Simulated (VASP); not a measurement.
The system is As.

```
As
1.0
     4.56640    0.00000    0.00000
    -2.28320    3.95462    0.00000
     0.00000    0.00000    2.83374
As
2
Direct
  0.33333 0.66667 0.00000
  0.66667 0.33333 0.00000
```

The cell was built by a generator and needn't be a form met in nature.

* Program: VASP 6.6.1
* Task: relaxation of cell and atoms
* Functional: r2SCAN
* Dispersion: rVV10
* Potentials or basis: VASP PAW PBE potentials, release 64 (As)
* Cutoff: 600 eV
* k mesh: 7 × 7 × 9
* Occupations: gaussian, width 0.05 eV
* Spin: no spin polarisation

At the start: pressure -2.2 GPa; volume 25.59 Å³/atom.

**Question.** How do energy, volume and symmetry change on relaxing?

**Answer.** Over 4 steps the energy falls by 8.7 meV/atom and the volume is 24.67 Å³/atom (-3.6 %); space group P6/mmm (No. 191, to 0.05 Å).

Step by step:
```
step  energy change (eV)  largest force (eV/Å)  pressure (GPa)  volume (Å³)
   1              0.0000                0.0002           -2.23        51.17
   2             -0.0097                0.0000            1.24        48.57
   3             -0.0171                0.0001           -0.20        49.58
   4             -0.0175                0.0000           -0.01        49.34
```

Final structure:
```
CELL_PARAMETERS angstrom
4.49317 0.00002 0.00000
-2.24656 3.89121 0.00000
0.00000 0.00000 2.82187
ATOMIC_POSITIONS crystal
As 0.33333 0.66667 0.00000
As 0.66667 0.33333 0.00000
```

Caveat: the PAW data sets were made with another functional, which shifts forces and pressure a little.
